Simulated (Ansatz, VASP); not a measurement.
Two plane-wave programs on SnO2

File INCAR:

```
PREC     = Accurate       # precision mode
ENCUT    = 520            # plane-wave cutoff, eV
EDIFF    = 1E-6           # SCF threshold, eV
ISMEAR   = 0              # smearing method
SIGMA    = 0.01           # smearing width, eV
LREAL    = F              # projectors in reciprocal space
LASPH    = T              # aspherical terms in the spheres
NELM     = 80             # most SCF steps
ALGO     = Normal         # electronic algorithm
ISIF     = 2              # what is computed and relaxed
LWAVE    = F              # write WAVECAR
LCHARG   = F              # write CHGCAR
NBANDS   = 20             # bands
```

File KPOINTS:

```
Automatic mesh
0
Gamma
  8 8 8
```

POSCAR

```
SnO2
1.0
    0.0000000000      2.5334667554      2.5334667554
    2.5334667554      0.0000000000      2.5334667554
    2.5334667554      2.5334667554      0.0000000000
Sn O
1 2
Direct
    0.0000000000      0.0000000000      0.0000000000
    0.2500000000      0.2500000000      0.2500000000
    0.7500000000      0.7500000000      0.7500000000
```

Input for Ansatz:

```yaml
crystal:
  lattice:
    - [0.0, 2.5334667554, 2.5334667554]
    - [2.5334667554, 0.0, 2.5334667554]
    - [2.5334667554, 2.5334667554, 0.0]
  atoms:
    - { symbol: Sn, position: [0.0, 0.0, 0.0] }
    - { symbol: O, position: [0.25, 0.25, 0.25] }
    - { symbol: O, position: [0.75, 0.75, 0.75] }
kpoints:
  mp_grid: { grid: [8, 8, 8] }
  band_path:
    path:
      - [0.0, 0.0, 0.0]
      - [0.5, 0.0, 0.5]
      - [0.625, 0.25, 0.625]
      - [0.375, 0.375, 0.75]
      - [0.5, 0.5, 0.5]
      - [0.5, 0.25, 0.75]
      - [0.25, -0.5, -0.25]
    npoints: 1
hamiltonian:
  xc: lda
scf:
  occupations: { method: fixed }
  n_extra_bands: 4
output:
  forces: true
  stress: true
  eigenvalues: true
```

Alike in both runs: task single point; functional LDA; k mesh 8 × 8 × 8; no spin polarisation.

|  | VASP | Ansatz |
| --- | --- | --- |
| version | VASP 6.6.1 | Ansatz 0.2.0 |
| potentials or method | VASP PAW LDA potentials, release 64 (Sn_d, O) | plane waves, PAW |
| plane-wave cutoff (eV) | 520 | 420 |
| occupations | gaussian, width 0.01 eV | fixed |
| valence electrons in the cell | 26 | 26 |

|  | VASP | Ansatz | Ansatz less VASP |
| --- | --- | --- | --- |
| gap on the k mesh at the Fermi level (eV) | 0.21 | 0.17 | -0.038 |
| pressure (GPa) | -2.6 | -3.5 | -0.85 |

Caveats: spin-orbit coupling is left out, which moves the levels of the heavy elements.
